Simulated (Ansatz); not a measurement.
Run on InP (zincblende type): DFT, PBEsol, PAW with Ansatz's default frozen-core files, scalar-relativistic (Ansatz 0.2.0). This run: volume at 0.8 of the series' base cell.

The cell comes from a relaxation on PAW files under the same functional, begun from a prototype that needn't be the stable phase.

Command: `ansatz run input.yaml --threads 1 --pin off --max-ram 2048MiB --backend cpu --events-out ev --progress --plain --runs-dir out` It took 12 s on 1 thread of Arm Neoverse N1, on a shared host, peak memory 0.33 GiB.

```yaml
crystal:
  lattice:
    - [0.0, 2.7289400266, 2.7289400266]
    - [2.7289400266, 0.0, 2.7289400266]
    - [2.7289400266, 2.7289400266, 0.0]
  atoms:
    - { symbol: In, position: [0.0, 0.0, 0.0] }
    - { symbol: P, position: [0.25, 0.25, 0.25] }
kpoints:
  mp_grid: { grid: [12, 12, 12] }
  band_path:
    path:
      - [0.0, 0.0, 0.0]
      - [-0.5, -0.5, 0.0]
      - [-0.375, -0.375, 0.25]
      - [-0.375, 0.0, 0.375]
      - [0.0, 0.0, 0.0]
      - [0.0, 0.0, 0.5]
      - [-0.5, -0.25, 0.25]
      - [-0.5, -0.5, 0.0]
    npoints: 8
scf:
  occupations: { method: fermi_dirac, width: 0.1 }
hamiltonian:
  xc: pbesol
  pseudopotentials: { kind: paw }
output:
  forces: true
  stress: true
  eigenvalues: true
  populations: true
  dos: { projected: true, de: 0.2, e_range: [-14, 8] }
```

Output:

```
Engine: ansatz 0.2.0
Pseudopotentials: kind: paw
Pseudopotential: In, paw, valence charge 13, recommended cutoff 420 eV (normal), In.paw.azcp
Pseudopotential: P, paw, valence charge 5, recommended cutoff 420 eV (normal), P.paw.azcp
Functional definition: PBEsol
  exchange = pbesol_x
  correlation = pbesol_c
Crystal: 2 atoms, lattice volume = 40.645 Å³
Basis set: ecut = 420 eV, 821 PW (Γ), exchange–correlation on 54×54×54 points (8 copies of the dense FFT grid, shifted against one another)
Bands: 13, of which v1, the nominal top of the filled ones, is band 9 counted from 1 (8 counted from 0)
Symmetry: 24 space group operations
Space group: F-43m (ITA 216), of the structure as read, at distance tolerance 3.4e-5 Å
k-points: 72 of 1728 (time reversal used)
Non-local potential: In, projectors of the file, l = 0: 2, l = 1: 2, l = 2: 2, l = 3: 2
Non-local potential: P, projectors of the file, l = 0: 2, l = 1: 2, l = 2: 2
PAW form: soft (Blöchl's): semilocal exchange-correlation on the pseudo side does not see the compensation charge
PAW frozen core: In, regenerated for the run's functional, and the local potential with it (the file was generated under x = pbe(κ = 0.804, μ = 0.2195149727645171), c = pbe(β = 0.06672455060314922))
PAW frozen core: P, regenerated for the run's functional, and the local potential with it (the file was generated under x = pbe(κ = 0.804, μ = 0.2195149727645171), c = pbe(β = 0.06672455060314922))
PAW one-centre angular grid: In, 590 points (default); XC on 64 Gauss nodes
PAW one-centre angular grid: P, 110 points (default); XC on 64 Gauss nodes
Initial density: superposition of atomic densities (neutral atoms: chi_scale 0, normalization atom), corrected by the library's trained network
Initial wavefunctions: pseudopotential atomic-orbital guess
Functional: x = pbesol(κ = 0.804, μ = 0.12345679012345678), c = pbesol(β = 0.046)
SCF iter   1: F=—  HF=-6265.236706 eV  |F-HF|=—  |Δ(HF+E_count)|=         —  Δρ=5.58e-3  dr2=1.52e-2  ethr=1.77e-3  ⟨swp⟩=6.3  Hψ=6260  notcnv=0
preconditioner: auto → none  [insulator: Δε(μ)=1.116 eV  Ē_g=15.582 eV  σ=0.100 eV  W_gap=0.99  n_scr=14 (ndim 8)  ℏωp=24.7 eV  f_vac=0.000  D(μ)=0.00/eV (n_scr^D=0)  ε∞_Penn≈3.5]
SCF iter   2: F=—  HF=-6265.231160 eV  |F-HF|=—  |Δ(HF+E_count)|=   5.55e-3  Δρ=1.13e-3  dr2=3.62e-4  ethr=8.44e-5  ⟨swp⟩=2.7  Hψ=2194  notcnv=0
SCF iter   3: F=—  HF=-6265.231116 eV  |F-HF|=—  |Δ(HF+E_count)|=   4.37e-5  Δρ=3.34e-4  dr2=2.88e-5  ethr=2.01e-6  ⟨swp⟩=2.7  Hψ=1643  notcnv=0
SCF iter   4: F=—  HF=-6265.231122 eV  |F-HF|=—  |Δ(HF+E_count)|=   5.83e-6  Δρ=1.19e-4  dr2=4.76e-6  ethr=1.60e-7  ⟨swp⟩=2.9  Hψ=1643  notcnv=0
iter 5 did not close the SCF: its close was put off for the readings that it lacked (scf_convergence_deferred on its scf_iter line)
SCF iter   5: F=-6265.231121 eV  HF=-6265.231121 eV  |F-HF|=2.91e-8  |Δ(HF+E_count)|=   7.42e-7  Δρ=9.75e-6  dr2=2.13e-8  ethr=2.64e-8  ⟨swp⟩=2.0  Hψ=1614  notcnv=0
SCF iter   6: F=-6265.231121 eV  HF=-6265.231121 eV  |F-HF|=3.06e-10  |Δ(HF+E_count)|=   2.81e-8  Δρ=1.72e-6  dr2=7.54e-10  ethr=1.18e-10  ⟨swp⟩=3.9  Hψ=4322  notcnv=0
SCF 1 converged in 6 iterations: F = -6265.231121 eV  dr2 = 7.54e-10
  greatest PAW one-centre occupation: 0.980 electrons in one spin orbital (limit 2), on the In atom at site 0 (counted from 0), in its partial waves of l = 2
NSCF: frozen V_eff on 57 k-points
SCF converged after 6 iterations
Free energy (F): -6265.231121 eV
Harris-Foulkes:  -6265.231121 eV  (|F-HF|=3.06e-10)
Internal energy: -6265.231072 eV  (E = F + TS)
E sigma→0 (E₀):  -6265.231097 eV
Entropy (-TS):   -0.000049 eV (-0.024 meV/atom)
Fermi energy:    10.589983 eV
--- Per-component energies (eV) ---
  E_band       = -10.994695
  E_kinetic    = 321.875001
  E_local      = -1266.793056  (includes V_loc(G=0)·N_el)
  E_nonlocal   = 403.949556
  E_hartree    = 503.363788
  E_xc         = -277.974291
  E_vxc        = -165.164135  (∫ρ·V_xc dr)
  E_paw        = -4639.064088  (= ΣΔE_a)
  E_vpaw       = -311.589674  (= ΣTr[D̂ρ^β])
  E_aug_tail   = 0.000027  (compensation charges beyond the density's cutoff)
  E_ewald      = -1310.870008
  E_core_change = 0.281999  (= ΣΔE_core)
  E_smearing   = -0.000049  (= −TS)
  E_closure    = 0.000000  (closes the sum)
  Σ components = -6265.231121   (vs F -6265.231121, Δ=0.00e0)
--- Forces (eV/Å), atoms counted from 1 ---
  atom   1  In     0.00000000    -0.00000000     0.00000000
  atom   2  P     -0.00000000     0.00000000    -0.00000000
  max |Σ_I F_I| component: 1.30e-16 eV/Å
--- Stress (GPa, compression-positive) ---
       24.647476      -0.000000      -0.000000
        0.000000      24.647476       0.000000
       -0.000000       0.000000      24.647476
  P = ⅓ Tr σ = 24.6475 GPa (246.475 kbar)
--- Band table (eV; the first three rows and the last of 72) ---
  k-point 0: bands = ["-4.8664", "-4.8664", "-4.8664", "-4.5678", "-4.5678", "-3.2865", "9.9815", "9.9815", "9.9815", "11.6854", "13.8687", "13.8687", "13.8687"]
  k-point 1: bands = ["-4.8908", "-4.8594", "-4.8594", "-4.5681", "-4.5681", "-3.1704", "9.0825", "9.8489", "9.8489", "12.1654", "14.0124", "14.0498", "14.0498"]
  k-point 2: bands = ["-4.9497", "-4.8413", "-4.8413", "-4.5676", "-4.5676", "-2.8383", "7.5481", "9.5357", "9.5357", "12.3671", "14.4437", "14.4437", "14.7151"]
  k-point 71: bands = ["-5.1701", "-4.7443", "-4.6815", "-4.6133", "-4.5402", "0.4168", "3.2845", "5.8752", "5.9465", "14.1224", "15.0981", "15.8638", "15.9651"]
--- Löwdin populations: 2 sites ---
  site symbol       q [e]
     0     In     12.7248
     1      P      5.2188
  spilling = 0.003134 (of n_electrons = 18.000000)
```

populations.tsv:

```
# site	symbol	l	j	q
# orbitals = lowdin
# n_electrons = 18.000000
# spilling = 0.003134
0	In	0_5S	-	0.931554
0	In	1_5P	-	1.832478
0	In	2_4D	-	9.960738
1	P	0_3S	-	1.292822
1	P	1_3P	-	3.925997
```

Next run (volume at 0.72 of the series' base cell), as changes to the input before:

```diff
   lattice:
-    - [0.0, 2.7289400266, 2.7289400266]
-    - [2.7289400266, 0.0, 2.7289400266]
-    - [2.7289400266, 2.7289400266, 0.0]
+    - [0.0, 2.6347626269, 2.6347626269]
+    - [2.6347626269, 0.0, 2.6347626269]
+    - [2.6347626269, 2.6347626269, 0.0]
   atoms:
   mp_grid: { grid: [12, 12, 12] }
-  band_path:
-    path:
-      - [0.0, 0.0, 0.0]
-      - [-0.5, -0.5, 0.0]
-      - [-0.375, -0.375, 0.25]
-      - [-0.375, 0.0, 0.375]
-      - [0.0, 0.0, 0.0]
-      - [0.0, 0.0, 0.5]
-      - [-0.5, -0.25, 0.25]
-      - [-0.5, -0.5, 0.0]
-    npoints: 8
 scf:
   populations: true
-  dos: { projected: true, de: 0.2, e_range: [-14, 8] }
+  write_density: true
+  write_potential: true
+  elf: true
+  volumetric_format: npy
```

Command: `ansatz run input.yaml --threads 1 --pin off --max-ram 2048MiB --backend cpu --events-out ev --progress --plain --runs-dir out` It took 9.8 s on 1 thread of Arm Neoverse N1 (shared host), peak memory 0.33 GiB.

Results part of the output:

```
SCF 1 converged in 6 iterations: F = -6264.358897 eV  dr2 = 9.75e-10
  greatest PAW one-centre occupation: 0.980 electrons in one spin orbital (limit 2), on the In atom at site 0 (counted from 0), in its partial waves of l = 2
SCF converged after 6 iterations
Free energy (F): -6264.358897 eV
Harris-Foulkes:  -6264.358897 eV  (|F-HF|=4.91e-11)
Internal energy: -6264.358758 eV  (E = F + TS)
E sigma→0 (E₀):  -6264.358827 eV
Entropy (-TS):   -0.000138 eV (-0.069 meV/atom)
Fermi energy:    12.273589 eV
--- Per-component energies (eV) ---
  E_band       = 12.863452
  E_kinetic    = 326.908418
  E_local      = -1199.328084  (includes V_loc(G=0)·N_el)
  E_nonlocal   = 404.788605
  E_hartree    = 479.866189
  E_xc         = -280.210377
  E_vxc        = -168.019451  (∫ρ·V_xc dr)
  E_paw        = -4638.939571  (= ΣΔE_a)
  E_vpaw       = -311.218645  (= ΣTr[D̂ρ^β])
  E_aug_tail   = 0.000028  (compensation charges beyond the density's cutoff)
  E_ewald      = -1357.725966
  E_core_change = 0.281999  (= ΣΔE_core)
  E_smearing   = -0.000138  (= −TS)
  E_closure    = 0.000000  (closes the sum)
  Σ components = -6264.358897   (vs F -6264.358897, Δ=0.00e0)
--- Forces (eV/Å), atoms counted from 1 ---
  atom   1  In     0.00000000     0.00000000     0.00000000
  atom   2  P     -0.00000000     0.00000000    -0.00000000
  max |Σ_I F_I| component: 2.41e-16 eV/Å
--- Stress (GPa, compression-positive) ---
       45.786691      -0.000000      -0.000000
       -0.000000      45.786691       0.000000
        0.000000       0.000000      45.786691
  P = ⅓ Tr σ = 45.7867 GPa (457.867 kbar)
--- Band table (eV; the first three rows and the last of 72) ---
  k-point 0: bands = ["-3.5913", "-3.5913", "-3.5913", "-3.1934", "-3.1934", "-2.5044", "11.8110", "11.8110", "11.8110", "13.9619", "15.5399", "15.5399", "15.5399"]
  k-point 1: bands = ["-3.6327", "-3.5818", "-3.5818", "-3.1938", "-3.1938", "-2.3612", "10.8701", "11.6490", "11.6490", "14.3554", "15.7505", "15.7505", "15.7858"]
  k-point 2: bands = ["-3.7215", "-3.5574", "-3.5574", "-3.1934", "-3.1934", "-1.9673", "9.1905", "11.2756", "11.2756", "14.4112", "16.1953", "16.1953", "16.6923"]
  k-point 71: bands = ["-3.9879", "-3.4258", "-3.3507", "-3.2547", "-3.1574", "1.9275", "4.4779", "6.9994", "7.1594", "15.8630", "17.2287", "17.6883", "17.7863"]
--- Löwdin populations: 2 sites ---
  site symbol       q [e]
     0     In     12.7236
     1      P      5.2104
  spilling = 0.003667 (of n_electrons = 18.000000)
```

Next run (volume at 0.64 of the series' base cell), as changes to the input before:

```diff
   lattice:
-    - [0.0, 2.6347626269, 2.6347626269]
-    - [2.6347626269, 0.0, 2.6347626269]
-    - [2.6347626269, 2.6347626269, 0.0]
+    - [0.0, 2.533323511, 2.533323511]
+    - [2.533323511, 0.0, 2.533323511]
+    - [2.533323511, 2.533323511, 0.0]
   atoms:
   populations: true
-  write_density: true
-  write_potential: true
-  elf: true
-  volumetric_format: npy
```

Results part of the output:

```
SCF 1 converged in 6 iterations: F = -6262.796087 eV  dr2 = 7.66e-10
  greatest PAW one-centre occupation: 0.979 electrons in one spin orbital (limit 2), on the In atom at site 0 (counted from 0), in its partial waves of l = 2
SCF converged after 6 iterations
Free energy (F): -6262.796087 eV
Harris-Foulkes:  -6262.796087 eV  (|F-HF|=9.46e-11)
Internal energy: -6262.795584 eV  (E = F + TS)
E sigma→0 (E₀):  -6262.795836 eV
Entropy (-TS):   -0.000503 eV (-0.251 meV/atom)
Fermi energy:    14.411150 eV
--- Per-component energies (eV) ---
  E_band       = 41.900091
  E_kinetic    = 333.405906
  E_local      = -1122.037653  (includes V_loc(G=0)·N_el)
  E_nonlocal   = 406.036000
  E_hartree    = 453.344226
  E_xc         = -282.999809
  E_vxc        = -171.551313  (∫ρ·V_xc dr)
  E_paw        = -4638.734372  (= ΣΔE_a)
  E_vpaw       = -310.641036  (= ΣTr[D̂ρ^β])
  E_aug_tail   = 0.000029  (compensation charges beyond the density's cutoff)
  E_ewald      = -1412.091909
  E_core_change = 0.281999  (= ΣΔE_core)
  E_smearing   = -0.000503  (= −TS)
  E_closure    = 0.000000  (closes the sum)
  Σ components = -6262.796087   (vs F -6262.796087, Δ=0.00e0)
--- Forces (eV/Å), atoms counted from 1 ---
  atom   1  In     0.00000000     0.00000000     0.00000000
  atom   2  P     -0.00000000    -0.00000000     0.00000000
  max |Σ_I F_I| component: 3.38e-16 eV/Å
--- Stress (GPa, compression-positive) ---
       80.314499       0.000000      -0.000000
        0.000000      80.314499       0.000000
       -0.000000       0.000000      80.314499
  P = ⅓ Tr σ = 80.3145 GPa (803.145 kbar)
--- Band table (eV; the first three rows and the last of 72) ---
  k-point 0: bands = ["-2.0927", "-2.0927", "-2.0927", "-1.5584", "-1.5584", "-1.5240", "14.1352", "14.1352", "14.1352", "16.6686", "17.5972", "17.5972", "17.5972"]
  k-point 1: bands = ["-2.1727", "-2.0798", "-2.0798", "-1.5593", "-1.5593", "-1.3305", "13.1053", "13.9311", "13.9311", "16.9348", "17.8484", "17.8484", "18.0236"]
  k-point 2: bands = ["-2.3030", "-2.0465", "-2.0465", "-1.5591", "-1.5591", "-0.8583", "11.2381", "13.4768", "13.4768", "16.8518", "18.3579", "18.3579", "19.1335"]
  k-point 71: bands = ["-2.5975", "-1.8674", "-1.7831", "-1.6389", "-1.5114", "3.8275", "5.9846", "8.4067", "8.7025", "18.0250", "19.8024", "19.8370", "20.1044"]
--- Löwdin populations: 2 sites ---
  site symbol       q [e]
     0     In     12.7223
     1      P      5.1983
  spilling = 0.004413 (of n_electrons = 18.000000)
```

Next run (volume at 0.55 of the series' base cell), as changes to the input before:

```diff
   lattice:
-    - [0.0, 2.533323511, 2.533323511]
-    - [2.533323511, 0.0, 2.533323511]
-    - [2.533323511, 2.533323511, 0.0]
+    - [0.0, 2.40852722, 2.40852722]
+    - [2.40852722, 0.0, 2.40852722]
+    - [2.40852722, 2.40852722, 0.0]
   atoms:
   mp_grid: { grid: [12, 12, 12] }
+  band_path:
+    path:
+      - [0.0, 0.0, 0.0]
+      - [-0.5, -0.5, 0.0]
+      - [-0.375, -0.375, 0.25]
+      - [-0.375, 0.0, 0.375]
+      - [0.0, 0.0, 0.0]
+      - [0.0, 0.0, 0.5]
+      - [-0.5, -0.25, 0.25]
+      - [-0.5, -0.5, 0.0]
+    npoints: 8
 scf:
   populations: true
+  dos: { projected: true, de: 0.2, e_range: [-14, 8] }
```

Command: `ansatz run input.yaml --threads 1 --pin off --max-ram 2048MiB --backend cpu --events-out ev --progress --plain --runs-dir out` It took 8.8 s on 1 thread of Arm Neoverse N1 (shared host), peak memory 0.31 GiB.

Results part of the output:

```
SCF 1 converged in 7 iterations: F = -6259.629441 eV  dr2 = 8.81e-9
  greatest PAW one-centre occupation: 0.980 electrons in one spin orbital (limit 2), on the In atom at site 0 (counted from 0), in its partial waves of l = 2
NSCF: frozen V_eff on 57 k-points
SCF converged after 7 iterations
Free energy (F): -6259.629441 eV
Harris-Foulkes:  -6259.629441 eV  (|F-HF|=5.72e-9)
Internal energy: -6259.627034 eV  (E = F + TS)
E sigma→0 (E₀):  -6259.628237 eV
Entropy (-TS):   -0.002407 eV (-1.204 meV/atom)
Fermi energy:    17.605465 eV
--- Per-component energies (eV) ---
  E_band       = 83.374042
  E_kinetic    = 343.263279
  E_local      = -1019.626782  (includes V_loc(G=0)·N_el)
  E_nonlocal   = 408.295371
  E_hartree    = 418.899932
  E_xc         = -287.038522
  E_vxc        = -176.614855  (∫ρ·V_xc dr)
  E_paw        = -4638.443792  (= ΣΔE_a)
  E_vpaw       = -309.743902  (= ΣTr[D̂ρ^β])
  E_aug_tail   = 0.000026  (compensation charges beyond the density's cutoff)
  E_ewald      = -1485.258545
  E_core_change = 0.281999  (= ΣΔE_core)
  E_smearing   = -0.002407  (= −TS)
  E_closure    = 0.000000  (closes the sum)
  Σ components = -6259.629441   (vs F -6259.629441, Δ=0.00e0)
--- Forces (eV/Å), atoms counted from 1 ---
  atom   1  In     0.00000000     0.00000000    -0.00000000
  atom   2  P     -0.00000000     0.00000000    -0.00000000
  max |Σ_I F_I| component: 3.96e-16 eV/Å
--- Stress (GPa, compression-positive) ---
      148.577825      -0.000000       0.000000
        0.000000     148.577825       0.000000
       -0.000000       0.000000     148.577825
  P = ⅓ Tr σ = 148.5778 GPa (1485.778 kbar)
--- Band table (eV; the first three rows and the last of 72) ---
  k-point 0: bands = ["-0.0668", "-0.0399", "-0.0399", "-0.0399", "0.7100", "0.7100", "17.6085", "17.6085", "17.6085", "20.4065", "20.5791", "20.5791", "20.5791"]
  k-point 1: bands = ["-0.2608", "-0.0212", "-0.0212", "0.2835", "0.7083", "0.7083", "16.3942", "17.3307", "17.3307", "20.4191", "20.8991", "20.8991", "21.3803"]
  k-point 2: bands = ["-0.4068", "0.0265", "0.0265", "0.7080", "0.7080", "0.8209", "14.2435", "16.7492", "16.7492", "20.2841", "21.5031", "21.5031", "22.6098"]
  k-point 71: bands = ["-0.6715", "0.2782", "0.3601", "0.6070", "0.7744", "6.6273", "8.2372", "10.4851", "11.0248", "21.1732", "22.9896", "23.3751", "23.4393"]
--- Löwdin populations: 2 sites ---
  site symbol       q [e]
     0     In     12.7235
     1      P      5.1754
  spilling = 0.005613 (of n_electrons = 18.000000)
```

Next run (volume at 0.55 of the series' base cell, core large), as changes to the input before:

```diff
   mp_grid: { grid: [12, 12, 12] }
-  band_path:
-    path:
-      - [0.0, 0.0, 0.0]
-      - [-0.5, -0.5, 0.0]
-      - [-0.375, -0.375, 0.25]
-      - [-0.375, 0.0, 0.375]
-      - [0.0, 0.0, 0.0]
-      - [0.0, 0.0, 0.5]
-      - [-0.5, -0.25, 0.25]
-      - [-0.5, -0.5, 0.0]
-    npoints: 8
 scf:
   xc: pbesol
-  pseudopotentials: { kind: paw }
+  pseudopotentials: { kind: paw, core: large }
 output:
   eigenvalues: true
-  populations: true
-  dos: { projected: true, de: 0.2, e_range: [-14, 8] }
```

Command: `ansatz run input.yaml --threads 1 --pin off --max-ram 2048MiB --backend cpu --events-out ev --progress --plain --runs-dir out` It took 5.5 s on 1 thread of Arm Neoverse N1 (shared host), peak memory 0.3 GiB.

Results part of the output:

```
Warning: of In the run reads no dataset of the core that `hamiltonian.pseudopotentials.core` asks for: this build lists none beside the file that it uses, or the input names that file
SCF 1 converged in 7 iterations: F = -6259.629441 eV  dr2 = 8.81e-9
  greatest PAW one-centre occupation: 0.980 electrons in one spin orbital (limit 2), on the In atom at site 0 (counted from 0), in its partial waves of l = 2
SCF converged after 7 iterations
Free energy (F): -6259.629441 eV
Harris-Foulkes:  -6259.629441 eV  (|F-HF|=5.72e-9)
Internal energy: -6259.627034 eV  (E = F + TS)
E sigma→0 (E₀):  -6259.628237 eV
Entropy (-TS):   -0.002407 eV (-1.204 meV/atom)
Fermi energy:    17.605465 eV
--- Per-component energies (eV) ---
  E_band       = 83.374042
  E_kinetic    = 343.263279
  E_local      = -1019.626782  (includes V_loc(G=0)·N_el)
  E_nonlocal   = 408.295371
  E_hartree    = 418.899932
  E_xc         = -287.038522
  E_vxc        = -176.614855  (∫ρ·V_xc dr)
  E_paw        = -4638.443792  (= ΣΔE_a)
  E_vpaw       = -309.743902  (= ΣTr[D̂ρ^β])
  E_aug_tail   = 0.000026  (compensation charges beyond the density's cutoff)
  E_ewald      = -1485.258545
  E_core_change = 0.281999  (= ΣΔE_core)
  E_smearing   = -0.002407  (= −TS)
  E_closure    = 0.000000  (closes the sum)
  Σ components = -6259.629441   (vs F -6259.629441, Δ=0.00e0)
--- Forces (eV/Å), atoms counted from 1 ---
  atom   1  In    -0.00000000     0.00000000     0.00000000
  atom   2  P     -0.00000000     0.00000000     0.00000000
  max |Σ_I F_I| component: 5.23e-16 eV/Å
--- Stress (GPa, compression-positive) ---
      148.577825      -0.000000      -0.000000
        0.000000     148.577825       0.000000
        0.000000       0.000000     148.577825
  P = ⅓ Tr σ = 148.5778 GPa (1485.778 kbar)
--- Band table (eV; the first three rows and the last of 72) ---
  k-point 0: bands = ["-0.0668", "-0.0399", "-0.0399", "-0.0399", "0.7100", "0.7100", "17.6085", "17.6085", "17.6085", "20.4065", "20.5791", "20.5791", "20.5791"]
  k-point 1: bands = ["-0.2608", "-0.0212", "-0.0212", "0.2835", "0.7083", "0.7083", "16.3942", "17.3307", "17.3307", "20.4191", "20.8991", "20.8991", "21.3803"]
  k-point 2: bands = ["-0.4068", "0.0265", "0.0265", "0.7080", "0.7080", "0.8209", "14.2435", "16.7492", "16.7492", "20.2841", "21.5031", "21.5031", "22.6098"]
  k-point 71: bands = ["-0.6715", "0.2782", "0.3601", "0.6070", "0.7744", "6.6273", "8.2372", "10.4851", "11.0248", "21.1732", "22.9896", "23.3751", "23.4393"]
```

The PAW files were made under PBE.
